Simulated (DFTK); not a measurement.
Rh under changes of volume

One of the cells (13.671 Å³/atom); the others are scaled copies at fixed shape and fractional positions:

```
CELL_PARAMETERS angstrom
0.00000 1.89785 1.89785
1.89785 0.00000 1.89785
1.89785 1.89785 0.00000
ATOMIC_POSITIONS crystal
Rh 0.00000 0.00000 0.00000
```

- Program: DFTK 0.8.2
- Functional: r2SCAN
- Potentials or basis: SG15 1.2 (PBE)
- Cutoff: 1225 eV
- k mesh: 7 × 7 × 7
- Occupations: fermi-dirac, width 0.05 eV
- Spin: no spin polarisation

| volume (Å³/atom) | energy over the lowest point (meV/atom) | pressure (GPa) |
| --- | --- | --- |
| 12.851 | 38.15 | 18.2 |
| 13.125 | 13.74 | 10.6 |
| 13.398 | 1.51 | 3.9 |
| 13.671 | 0.00 | -2.0 |
| 13.945 | 7.95 | -7.2 |
| 14.218 | ? | ? |
| 14.492 | 47.91 | -15.8 |

**Question.** What does the run at 14.218 Å³/atom give?

**Answer.** Energy over the lowest point 24.24 meV/atom; pressure -11.8 GPa.

Worked out: A Birch-Murnaghan fit of order 3 (a polynomial in V^(-2/3)) to the other rows has its minimum at 13.57 Å³/atom with B0 = V·E''(V) = 287 GPa and B' = 5.2. It gives 24.21 meV/atom at 14.218 Å³/atom, against the run's 24.24, and -dE/dV = -11.8 GPa, against -11.8.

Energies are extrapolated to zero smearing.

Caveats: all runs use coarse meshes; the potentials were made for another functional, which shifts forces and pressure.
